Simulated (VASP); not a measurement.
As:

```
As
1.0
     2.70368    0.00000    0.00000
     0.00000    2.70368    0.00000
     0.00000    0.00000    2.70368
As
1
Direct
  0.50000 0.50000 0.50000
```

This isn't the form of As at room conditions, which is rhombohedral.

| Quantity | Value |
| --- | --- |
| Program | VASP 6.6.1 |
| Task | single point |
| Functional | PBE |
| Potentials or basis | VASP PAW PBE potentials, release 64 (As) |
| Cutoff | 520 eV |
| k mesh | 10 × 10 × 10 |
| Occupations | fermi-dirac, width 0.05 eV |
| Spin | no spin polarisation |

On this cell: pressure 2.4 GPa; band gap on the k mesh none (metal or under the smearing width).

The same run follows on a disturbed copy (cell strained at random at fixed volume):

```
As
1.0
     2.71004   -0.01738   -0.01186
    -0.01738    2.72970    0.03326
    -0.01186    0.03326    2.67219
As
1
Cartesian
  1.2979 1.3880 1.3375
```

What changes?

The energy (extrapolated to zero smearing) moves by +4.1 meV/atom; pressure 2.4 GPa; band gap on the k mesh none (metal or under the smearing width).

Stress tensor (GPa, compression positive):
```
 1.99  0.28  0.43
 0.28  0.59 -0.86
 0.43 -0.86  4.66
```
